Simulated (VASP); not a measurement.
The system is KI.

```xyz
4
Lattice="0.0000 -3.5246 -3.5246 -3.5246 0.0000 -3.5246 3.5246 3.5246 -7.0491" Properties=species:S:1:pos:R:3 pbc="T T T"
K    -0.0005   -0.0029   -7.0570
K     0.0005    0.0029  -14.0903
I    -0.0208   -0.0009  -10.5434
I     0.0208    0.0009   -3.5548
```

The cell isn't the ideal one: a zone-boundary wave of random shape, sigma 0.02 Å.

| Property | Result |
| --- | --- |
| Program | VASP 6.6.1 |
| Task | relaxation of cell and atoms |
| Functional | PBE |
| Potentials or basis | VASP PAW PBE potentials, release 64 (K_sv, I) |
| Cutoff | 600 eV |
| k mesh | 6 × 6 × 4 |
| Occupations | gaussian, width 0.05 eV |
| Spin | no spin polarisation |

At the start: pressure 0.7 GPa; volume 43.78 Å³/atom.

Question: Where does the relaxation end?

Answer: Over 7 steps the energy falls by 6.2 meV/atom and the volume is 46.40 Å³/atom (+6.0 %); space group Fm-3m (No. 225, to 0.05 Å).

Step by step:
| step | energy change (eV) | largest force (eV/Å) | pressure (GPa) | volume (Å³) |
| --- | --- | --- | --- | --- |
| 1 | 0.0000 | 0.0716 | 0.72 | 175.13 |
| 2 | -0.0171 | 0.0598 | 0.35 | 180.18 |
| 3 | -0.0234 | 0.0473 | -0.04 | 186.43 |
| 4 | -0.0234 | 0.0482 | -0.01 | 185.93 |
| 5 | -0.0237 | 0.0431 | -0.01 | 185.90 |
| 6 | -0.0243 | 0.0284 | -0.01 | 185.80 |
| 7 | -0.0248 | 0.0093 | 0.00 | 185.61 |

Final structure:
```yaml
crystal:
  lattice:
    - [-0.00044, -3.59296, -3.59448]
    - [-3.59416, 0.00011, -3.59503]
    - [3.59165, 3.59210, -7.18766]
  atoms:
    - { symbol: K, position: [0.50048, 0.50020, 0.49992] }
    - { symbol: K, position: [0.99947, 0.99972, 0.00003] }
    - { symbol: I, position: [0.74827, 0.75028, 0.75034] }
    - { symbol: I, position: [0.25178, 0.24980, 0.24971] }
```
